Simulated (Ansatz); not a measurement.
## All-electron equations of state of elemental crystals

All-electron LAPW (Ansatz 0.2.0), scalar-relativistic, no spin, Fermi–Dirac smearing 0.136 eV, k-meshes of 8 to 18 points an axis; Birch–Murnaghan fits to pressures. Some or most of these lattices are hypothetical for the element, and V0 is the minimum nearest the starting volume; lattices without a usable fit are left out; mesh and smearing are coarse, and magnetic elements are treated as non-magnetic.

```json
{"element": "Tm", "lattice": "bcc", "functional": "LDA", "V0 (Å³/atom)": "29.11", "B0 (GPa)": "26", "B′": "3.6", "k-points per axis": "12"}
{"element": "Tm", "lattice": "bcc", "functional": "PBE", "V0 (Å³/atom)": "34.97", "B0 (GPa)": "18.9", "B′": "3.8", "k-points per axis": "11"}
{"element": "Tm", "lattice": "bcc", "functional": "PBEsol", "V0 (Å³/atom)": "31.84", "B0 (GPa)": "22", "B′": "3.7", "k-points per axis": "12"}
{"element": "Tm", "lattice": "diamond", "functional": "LDA", "V0 (Å³/atom)": "26.95", "B0 (GPa)": "13.4", "B′": "11.1", "k-points per axis": "8"}
{"element": "Tm", "lattice": "fcc", "functional": "LDA", "V0 (Å³/atom)": "29.42", "B0 (GPa)": "23", "B′": "3.4", "k-points per axis": "12"}
{"element": "Tm", "lattice": "fcc", "functional": "PBEsol", "V0 (Å³/atom)": "32.51", "B0 (GPa)": "19.7", "B′": "3.4", "k-points per axis": "11"}
{"element": "Tm", "lattice": "sc", "functional": "LDA", "V0 (Å³/atom)": "29.97", "B0 (GPa)": "18.4", "B′": "4.2", "k-points per axis": "11"}
{"element": "Tm", "lattice": "sc", "functional": "PBE", "V0 (Å³/atom)": "38.57", "B0 (GPa)": "11.1", "B′": "3.8", "k-points per axis": "10"}
{"element": "Tm", "lattice": "sc", "functional": "PBEsol", "V0 (Å³/atom)": "33.91", "B0 (GPa)": "13.8", "B′": "4.2", "k-points per axis": "10"}
```

Q: Give V0 and B0 for diamond Tm in PBE.

A: 81.52 Å³/atom and 3.1 GPa.

Q: Give V0 and B0 for fcc Tm in PBE.

A: 35.88 Å³/atom and 17.6 GPa.
